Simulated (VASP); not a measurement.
Given:

```
AlSb
1.0
    0.00000     3.00550     3.00550
    3.00550     0.00000     3.00550
    3.00550     3.00550     0.00000
Al Sb
1 1
Direct
  0.00000   0.00000   0.00000
  0.25000   0.25000   0.25000
```

All values below come from PBEsol GGA, VASP's PBE PAW potentials (set 64) (plane waves; VASP 6.6.1). Numerical set-up: 500 eV cut-off, 8×8×8 Γ-centred mesh, Gaussian smearing of 0.050 eV, potentials Al Sb.

Energy and stress use the plane-wave basis of the starting cell.

The ions, cell shape and volume at an external pressure of 10.0 GPa are relaxed. Give the cell that the relaxation ends in.

```
AlSb
1.0
    0.00000     2.94694     2.94694
    2.94694     0.00000     2.94694
    2.94694     2.94694     0.00000
Al Sb
1 1
Direct
  0.00000   0.00000   0.00000
  0.25000   0.25000   0.25000
```
Space group F-43m (216), at a tolerance of 0.03 Å.

How do energy and volume change from the first to the last step?

The energy (σ→0) changes by +71.2 meV/atom and the volume by -5.7 %, in 3 ionic steps.

The structure was generated: AlSb was put into the zinc blende type (F-43m), which need not be its known phase. This run relaxes it under an external pressure of 10 GPa. Symmetry was kept, so distortions that lower it aren't found.
